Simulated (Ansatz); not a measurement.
The system is BaTiO3.

```xyz
10
Lattice="-0.0916 0.0228 -3.9624 3.8809 4.1318 0.0685 3.9232 -4.1741 0.1139" Properties=species:S:1:pos:R:3 pbc="T T T"
Ba   -0.0891    0.0216   -3.9524
Ba    3.8099   -0.0081   -3.8705
Ti    5.8057   -2.0917   -1.8364
Ti    5.7813    2.0621   -1.8706
O     5.7605   -2.0831   -3.8105
O     5.8496    2.0349    0.1179
O     1.9215   -0.0035   -1.9120
O     5.8095   -0.0035   -1.8420
O     3.8686   -2.0813   -1.8916
O     3.8553    2.0567   -1.9035
```

```yaml
Program: Ansatz 0.2.0
Task: relaxation of cell and atoms
Functional: PBE
Potentials_or_basis: Ansatz PAW
Cutoff: "420 eV (not typed: the program's choice for these potentials)"
k_mesh: 7 × 5 × 5
Occupations: fermi-dirac, width 0.05 eV
Spin: no spin polarisation
Hubbard_terms: Ti d U = 1 eV
```

At the start: volume 12.83 Å³/atom.

Problem. How do energy, volume and symmetry change on relaxing?

Solution. It ends after 14 steps and the volume is 13.37 Å³/atom (+4.2 %); space group R3m (No. 160, to 0.05 Å).

The path:
```
step  energy change (eV)  largest force (eV/Å)  volume (Å³)
   1              0.0000                0.2650       128.34
   2             -0.1766                0.1412       130.23
   3             -0.3245                0.3397       131.11
   4             -0.3485                0.3133       131.77
   5             -0.3590                0.2777       133.96
   6             -0.3604                0.1831       134.51
   7             -0.3714                0.0145       133.40
   8             -0.3717                0.0033       133.33
   9             -0.4005                0.0032       133.33
  10             -0.4014                0.0055       133.61
  11             -0.4013                0.0009       133.68
  12             -0.4029                0.0010       133.68
  13             -0.4031                0.0006       133.68
  14             -0.4030                0.0006       133.68
```

Final structure:
```cif
data_structure
_symmetry_space_group_name_H-M 'P 1'
_symmetry_Int_Tables_number 1
_cell_length_a 4.0570
_cell_length_b 5.7264
_cell_length_c 5.7542
_cell_angle_alpha 90.240
_cell_angle_beta 90.388
_cell_angle_gamma 89.974
_cell_volume 133.68
loop_
_atom_site_label
_atom_site_type_symbol
_atom_site_fract_x
_atom_site_fract_y
_atom_site_fract_z
_atom_site_occupancy
Ba1 Ba 0.00874 0.00058 0.99113 1
Ba2 Ba 0.00874 0.50058 0.49113 1
Ti1 Ti 0.52206 0.50106 0.97773 1
Ti2 Ti 0.52205 0.00106 0.47772 1
O1 O 0.98309 0.49981 0.00704 1
O2 O 0.98309 0.99981 0.50704 1
O3 O 0.49336 0.24421 0.26229 1
O4 O 0.49336 0.74421 0.76229 1
O5 O 0.49276 0.25434 0.76182 1
O6 O 0.49275 0.75434 0.26182 1
```

Caveat: the plane-wave basis is chosen anew once the cell has moved, so the energies of steps on either side of that aren't comparable; the pressure holds a Pulay correction of +0.5 GPa for the finite cutoff.
